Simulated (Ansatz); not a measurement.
## Ge in Cu(111), 2x2: scattering by a point defect

Wanted: the reflection from a plane of defects, Ge in Cu(111), 2x2, and the resistivity it implies.

Program: Ansatz 0.2.0. Level of theory: Ansatz plane-wave DFT, PBE, PAW files; ballistic transport by layer matching (Landauer), zero bias; PAW set soft_1, in the first sound run; inputs show where later runs differ. Results are calculated unless marked as measured.

## Step 1: Starting point

The cell holds 44 atoms: 43 Cu and 1 Ge. Its edges and angles: a = 5.112 Å, b = 5.112 Å, c = 23.005 Å, α = 86.8°, β = 93.2°, γ = 120.0°. It derives from Cu. Regions: lead, 24 atoms (24 Cu); scattering region, 20 atoms (19 Cu and 1 Ge). The structure is stacked along c, and the current runs across the ab planes.

## Step 2: Transmission at ideal sites

The defect sits in one plane of the supercell, all atoms on ideal sites; the layers about the cell's end are the lead. The mesh across the current, 12×12, is finer than the density's, because channels open and close sharply across the zone. Energies from -0.1 to 0.1 eV in steps of 0.05 eV are too few for the program's thermal sum, so it prints no conductance; for a metal the transmission near the Fermi level serves, at a fraction of the cost.

Contents of input.yaml:

```yaml
crystal:
  lattice:
    - [5.1123254594, 0.0, 0.0]
    - [-2.5561627297, 4.4274037203, 0.0]
    - [-1.2780813649, 0.73790062, 22.9580794202]
  atoms:
    - { symbol: Cu, position: [0.0075757576, 0.9924242424, 0.0454545455] }
    - { symbol: Cu, position: [0.0075757576, 0.4924242424, 0.0454545455] }
    - { symbol: Cu, position: [0.5075757576, 0.9924242424, 0.0454545455] }
    - { symbol: Cu, position: [0.5075757576, 0.4924242424, 0.0454545455] }
    - { symbol: Cu, position: [0.1893939394, 0.3106060606, 0.1363636364] }
    - { symbol: Cu, position: [0.1893939394, 0.8106060606, 0.1363636364] }
    - { symbol: Cu, position: [0.6893939394, 0.3106060606, 0.1363636364] }
    - { symbol: Cu, position: [0.6893939394, 0.8106060606, 0.1363636364] }
    - { symbol: Cu, position: [0.3712121212, 0.1287878788, 0.2272727273] }
    - { symbol: Cu, position: [0.3712121212, 0.6287878788, 0.2272727273] }
    - { symbol: Cu, position: [0.8712121212, 0.1287878788, 0.2272727273] }
    - { symbol: Cu, position: [0.8712121212, 0.6287878788, 0.2272727273] }
    - { symbol: Cu, position: [0.053030303, 0.946969697, 0.3181818182] }
    - { symbol: Cu, position: [0.053030303, 0.446969697, 0.3181818182] }
    - { symbol: Cu, position: [0.553030303, 0.946969697, 0.3181818182] }
    - { symbol: Cu, position: [0.553030303, 0.446969697, 0.3181818182] }
    - { symbol: Cu, position: [0.2348484848, 0.2651515152, 0.4090909091] }
    - { symbol: Cu, position: [0.2348484848, 0.7651515152, 0.4090909091] }
    - { symbol: Cu, position: [0.7348484848, 0.2651515152, 0.4090909091] }
    - { symbol: Cu, position: [0.7348484848, 0.7651515152, 0.4090909091] }
    - { symbol: Ge, position: [0.4166666667, 0.0833333333, 0.5] }
    - { symbol: Cu, position: [0.4166666667, 0.5833333333, 0.5] }
    - { symbol: Cu, position: [0.9166666667, 0.0833333333, 0.5] }
    - { symbol: Cu, position: [0.9166666667, 0.5833333333, 0.5] }
    - { symbol: Cu, position: [0.0984848485, 0.9015151515, 0.5909090909] }
    - { symbol: Cu, position: [0.0984848485, 0.4015151515, 0.5909090909] }
    - { symbol: Cu, position: [0.5984848485, 0.9015151515, 0.5909090909] }
    - { symbol: Cu, position: [0.5984848485, 0.4015151515, 0.5909090909] }
    - { symbol: Cu, position: [0.2803030303, 0.2196969697, 0.6818181818] }
    - { symbol: Cu, position: [0.2803030303, 0.7196969697, 0.6818181818] }
    - { symbol: Cu, position: [0.7803030303, 0.2196969697, 0.6818181818] }
    - { symbol: Cu, position: [0.7803030303, 0.7196969697, 0.6818181818] }
    - { symbol: Cu, position: [0.4621212121, 0.0378787879, 0.7727272727] }
    - { symbol: Cu, position: [0.4621212121, 0.5378787879, 0.7727272727] }
    - { symbol: Cu, position: [0.9621212121, 0.0378787879, 0.7727272727] }
    - { symbol: Cu, position: [0.9621212121, 0.5378787879, 0.7727272727] }
    - { symbol: Cu, position: [0.1439393939, 0.8560606061, 0.8636363636] }
    - { symbol: Cu, position: [0.1439393939, 0.3560606061, 0.8636363636] }
    - { symbol: Cu, position: [0.6439393939, 0.8560606061, 0.8636363636] }
    - { symbol: Cu, position: [0.6439393939, 0.3560606061, 0.8636363636] }
    - { symbol: Cu, position: [0.3257575758, 0.1742424242, 0.9545454545] }
    - { symbol: Cu, position: [0.3257575758, 0.6742424242, 0.9545454545] }
    - { symbol: Cu, position: [0.8257575758, 0.1742424242, 0.9545454545] }
    - { symbol: Cu, position: [0.8257575758, 0.6742424242, 0.9545454545] }
kpoints:
  mp_grid: { grid: [5, 5, 1] }
hamiltonian:
  xc: pbe
  pseudopotentials: { kind: paw, azcp: { folder: soft_1 } }
scf:
  occupations: { method: fermi_dirac, width: 0.1 }
output:
  transmission: { leads: [[0, 4]], kmesh: [12, 12], e_range: [-0.1, 0.1], de: 0.05 }
  write_potential: true
  write_density: true
  volumetric_format: npy
  elf: true
```

Run with:

```console
> ansatz run input.yaml --threads 4 --pin off --max-ram 15360MiB --backend cpu --events-out ev --progress --plain --runs-dir out
```

Then come: resistance at ideal sites; relaxing the neighbours; transmission after relaxation, relaxed yes; resistance after relaxation.

Before running: what should come out for the resistivity per at.% from the area resistance, times 3/4, relaxed?

The plane of defects adds 0.15 fΩ m². Scaled to one atomic per cent that is 2.8 µΩ cm as it stands and 2.1 with the factor 3/4 for isotropic scattering on a spherical Fermi surface. These are rough estimates of the dilute value, not bounds. One Ge in each 2x2 cell reflects 14 % of the lead's channels. The relaxed cell differs by -8.6 % in resistance; between the two runs the lead's own channel count goes from 3.15 to 3.21, so sampling may have a part in it.

* share of channels that pass, rigid: 0.853
* resistivity per at.% from the area resistance, times 3/4, rigid: 2.30 µΩ cm
* share of channels that pass, relaxed: 0.861
* resistivity per at.% from the area resistance, times 3/4, relaxed: 2.10 µΩ cm

The defects form a dense periodic sheet that scatters coherently, unlike a dilute random alloy. T and N are means over the solved energies nearest the Fermi level.

[Logs are printed without paths, hosts, clocks, repeated set-up lines and the standing remarks that a program may print on its own settings, such as how far it seeks lower states.]

[Hosts, paths, dates, database ids (printed as entryN), source tags and the programs' standing remarks are cut or masked in the printed files.]
